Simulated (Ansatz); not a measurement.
The system is MgB2.

```
CELL_PARAMETERS angstrom
3.08500 0.00000 0.00000
-1.54250 2.67169 0.00000
0.00000 0.00000 3.52300
ATOMIC_POSITIONS crystal
Mg 0.00000 0.00000 0.00000
B 0.66667 0.33333 0.50000
B 0.33333 0.66667 0.50000
```

Base run:

- Program: Ansatz 0.2.0
- Functional: PBE
- Potentials or basis: all-electron LAPW, scalar-relativistic
- Cutoff: 269 eV
- Density cutoff: 1075 eV
- Basis error allowed: 0.002 eV/atom
- k mesh: 10 × 10 × 8
- Occupations: fermi-dirac, width 0.05 eV
- Spin: no spin polarisation

Its results: pressure -0.9 GPa.

**Question.** After a change of settings the same cell gave: pressure -7.5 GPa. Which change was it?
A. potentials or basis from all-electron LAPW, scalar-relativistic to all-electron PAW datasets made for the crystal
B. k mesh from 10 × 10 × 8 to 6 × 6 × 5; occupations from fermi-dirac, width 0.05 eV to fermi-dirac, width 0.03 eV
C. functional from PBE to LDA
D. basis error allowed from 0.002 eV/atom to 0.001 eV/atom

**Answer.** C.

LDA binds more tightly than PBE, so the same cell stands under less pressure.

Not every run made on this cell is shown here.
